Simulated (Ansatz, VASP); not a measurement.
# SiC in VASP and in Ansatz

File INCAR:

```
PREC = Accurate ; ENCUT = 520
EDIFF = 1E-6 ; ISMEAR = 0
SIGMA = 0.05 ; LREAL = F
LASPH = T ; NELM = 60
ALGO = Normal ; ISIF = 2
LWAVE = F ; LCHARG = T
GGA = CA ; LELF = T
LVHAR = T ; NBANDS = 16
```

File KPOINTS:

```
regular mesh
0
Gamma
  12 12 6
```

Contents of POSCAR:

```
SiC
1.0
    3.0294870667      0.0000000000      0.0000000000
   -1.5147435334      2.6236127602      0.0000000000
    0.0000000000      0.0000000000      5.1049886560
Si C
2 2
Direct
    0.3333333333      0.6666666667      0.0046041256
    0.6666666667      0.3333333333      0.5046041256
    0.3333333333      0.6666666667      0.3504926021
    0.6666666667      0.3333333333      0.8504926021
```

Input for Ansatz:

```yaml
crystal:
  lattice:
    - [3.0294870667, 0.0, 0.0]
    - [-1.5147435334, 2.6236127602, 0.0]
    - [0.0, 0.0, 5.104988656]
  atoms:
    - { symbol: Si, position: [0.3333333333, 0.6666666667, 0.0046041256] }
    - { symbol: Si, position: [0.6666666667, 0.3333333333, 0.5046041256] }
    - { symbol: C, position: [0.3333333333, 0.6666666667, 0.3504926021] }
    - { symbol: C, position: [0.6666666667, 0.3333333333, 0.8504926021] }
basis:
  ecutwfc: 520.0
kpoints:
  mp_grid: { grid: [12, 12, 6] }
hamiltonian:
  xc: lda
  pseudopotentials: { kind: paw, azcp: { folder: soft_1 } }
scf:
  occupations: { method: gaussian, width: 0.05 }
output:
  forces: true
  stress: true
  eigenvalues: true
```

Alike in both runs: task single point; functional LDA; k mesh 12 × 12 × 6; occupations gaussian, width 0.05 eV; no spin polarisation.

|  | VASP | Ansatz |
| --- | --- | --- |
| version | VASP 6.6.1 | Ansatz 0.2.0 |
| potentials or method | VASP PAW LDA potentials, release 64 (Si, C) | scalar-relativistic, plane waves, PAW |
| plane-wave cutoff (eV) | 520 | 520 |
| valence electrons in the cell | 16 | 16 |

|  | VASP | Ansatz | Ansatz less VASP |
| --- | --- | --- | --- |
| gap on the k mesh at the Fermi level (eV) | 0.90 | 0.92 | +0.016 |
| least direct gap on the mesh (eV) | 3.77 | 3.78 | +0.012 |
| pressure (GPa) | 1.7 | 1.4 | -0.38 |
| largest component of the traceless stress (GPa) | 4.01 | 4.00 | -0.015 |
| rms of the force components (eV/Å) | 1.870 | 1.872 | +0.0019 |

Atom by atom the forces differ by 0.002 eV/Å (rms over components). Ansatz warned: «pseudo_functional_mismatch».

Caveats: forces of over 1 eV/Å show positions far from the minimum, so gaps and moduli don't describe the material at rest. A k mesh can miss the band edges.
